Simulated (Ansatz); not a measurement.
A nudged elastic band was laid between two geometries of a periodic cell of 17 atoms, Si (host Si, host structure diamond, interstitial Si).

All numbers below come from DFT LDA, scalar-relativistic, plane waves, PAW (Ansatz). Settings: PAW set soft_1, cutoff 420 eV, k mesh 2x2x2, gaussian smearing 0.02 eV, no spin polarisation.

* movable images: 3
* climbing image: yes
* spring: 5.0 eV/Å²
* optimiser: fire
* start path: IDPP
* force threshold: 0.03 eV/Å
* iteration limit: 80
* end points: relaxed

Initial state:

```xyz
17
Lattice="0.0000 5.4300 5.4300 5.4300 0.0000 5.4300 5.4300 5.4300 0.0000" Properties=species:S:1:pos:R:3
Si -0.003 -0.001 -0.039
Si 1.375 1.379 1.332
Si 2.706 2.719 -0.007
Si 4.045 4.051 1.332
Si 2.744 0.001 2.711
Si 4.063 1.361 4.072
Si 5.424 2.682 2.710
Si 6.799 4.057 4.085
Si -0.003 2.748 2.713
Si 1.359 4.064 4.075
Si 2.674 5.429 2.713
Si 4.046 6.809 4.091
Si 2.713 2.714 5.428
Si 4.065 4.070 6.781
Si 5.425 5.431 5.460
Si 6.786 6.792 6.779
Si 5.419 5.434 2.706
```

Final state:

Only the atoms that move by more than 0.05 Å are listed.
```
Si17 4.070 4.068 4.080
```

Which bonds break or form, and what moves?

Contacts lost: Si2–Si17. Contacts made: Si13–Si17. The atom that moves furthest is Si17, by 2.36 Å.

What energy profile does the band end with?

It did not converge within its limit. The highest image is number 3 of 0 to 4, 0.33 eV above the ends, which have the same energy within 2 meV. The band didn't meet its force threshold, so its energies are provisional: the largest band force was still 0.10 eV/Å, and over the last iterations the top moved between 0.33 and 0.35 eV. Limits of this set-up: coarse k mesh, PAW files made for another functional.

| image | path coordinate (Å) | energy (eV) | Si2–Si17 (Å) | Si13–Si17 (Å) |
| --- | --- | --- | --- | --- |
| 0 | 0.00 | 0.00 | 2.39 | 4.69 |
| 1 | 0.61 | 0.15 | 2.51 | 4.18 |
| 2 | 1.21 | 0.31 | 2.95 | 3.52 |
| 3 | 1.84 | 0.33 | 3.63 | 2.85 |
| 4 | 2.89 | 0.00 | 4.70 | 2.39 |

Time of the run: 23 min on 1 thread of Arm Neoverse V1 (shared host), peak memory 0.7 GiB.
